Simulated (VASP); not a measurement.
Lu, 1 atom in the cell. Symmetry: Im-3m, No. 229, cubic system. Conventional cell: a = 3.908 Å, b = 3.908 Å, c = 3.908 Å, α = 90.00°, β = 90.00°, γ = 90.00°. Lu (site symmetry m-3m) has 8 Lu at 3.38 Å as nearest neighbours. This isn't the form of Lu at room conditions, which is hcp.

```yaml
Program: VASP 6.6.1
Task: relaxation of cell and atoms
Functional: PBE
Potentials_or_basis: VASP PAW PBE potentials, release 64 (Lu)
Cutoff: 600 eV
k_mesh: 10 × 10 × 10
Occupations: fermi-dirac, width 0.05 eV
Spin: no spin polarisation
Further_INCAR_settings: ALGO = Fast; EDIFF = 1e-07; IBRION = 2; EDIFFG = -0.02; NSW = 60; ISIF = 3
```

Potentials or basis: VASP PAW PBE potentials, release 64 (Lu).

The run is started by

```bash
$ cat potpaw_PBE.64/Lu/POTCAR > POTCAR
$ mpirun -np 1 vasp_std > vasp.out
```

Hardware: 1 thread of Intel(R) Xeon(R) Platinum 8488C (Sapphire Rapids), with other jobs on the host.

Question: Estimate the wall time of this run.

Answer: Wall time 9.1 min on 1 thread of Intel(R) Xeon(R) Platinum 8488C (Sapphire Rapids) (shared host), peak memory 0.21 GiB. Counts: scf iterations 379, k points 47, ion steps 11.
